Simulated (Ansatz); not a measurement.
# Mg on a Zn site in ZnO, calculated

Level of theory: PBE, no spin polarisation, scalar-relativistic; Ansatz, plane waves to 420 eV (PAW set soft_2), k-mesh 2×2×2 shifted by half a step.

The relaxed host crystal (Kohn–Sham gap 0.74 eV):

```cif
data_structure
_symmetry_space_group_name_H-M 'P 1'
_symmetry_Int_Tables_number 1
_cell_length_a 3.2794
_cell_length_b 3.2794
_cell_length_c 5.2932
_cell_angle_alpha 90.000
_cell_angle_beta 90.000
_cell_angle_gamma 120.000
_cell_volume 49.30
loop_
_atom_site_label
_atom_site_type_symbol
_atom_site_fract_x
_atom_site_fract_y
_atom_site_fract_z
_atom_site_occupancy
Zn1 Zn 0.66667 0.33333 0.50060 1
Zn2 Zn 0.33333 0.66667 0.00060 1
O1 O 0.66667 0.33333 0.87971 1
O2 O 0.33333 0.66667 0.37971 1
```

Supercell of 64 atoms, rows of the matrix [[3,1,1],[-3,-1,1],[-1,-3,-1]] times the cell vectors; Mg on a Zn site at (0.667, 0.333, 0.501) in fractions of the cell above. Atoms are relaxed at the host's cell.

Distances from the Mg atom (Å), by shell of the perfect crystal:

```
shell      perfect crystal    relaxed, charge 0
  4 O                 2.00                 1.99
12 Zn  3.27 (3.25 to 3.28)  3.27 (3.25 to 3.28)
  1 O                 3.29                 3.26
```

| charge | gap of the cell on the mesh (eV) | carriers |
| --- | --- | --- |
| 0 | 1.71 | none in the bands |

On this mesh the host's own supercell has a gap of 1.66 eV.

Formation energy of the neutral defect: -2.44 eV, taking atoms from and to the elements' standard states (no corrections for gases), so it belongs to those chemical potentials alone.

A negative value doesn't mean that the atoms enter by themselves: with the elements as reservoirs, compounds of them would form first.

Caveats: semilocal functionals make gaps too small, which shifts levels too; small supercell, so energies and levels can be off by tenths of an eV; the atoms kept the symmetry of the start, so a distorted state could lie lower.
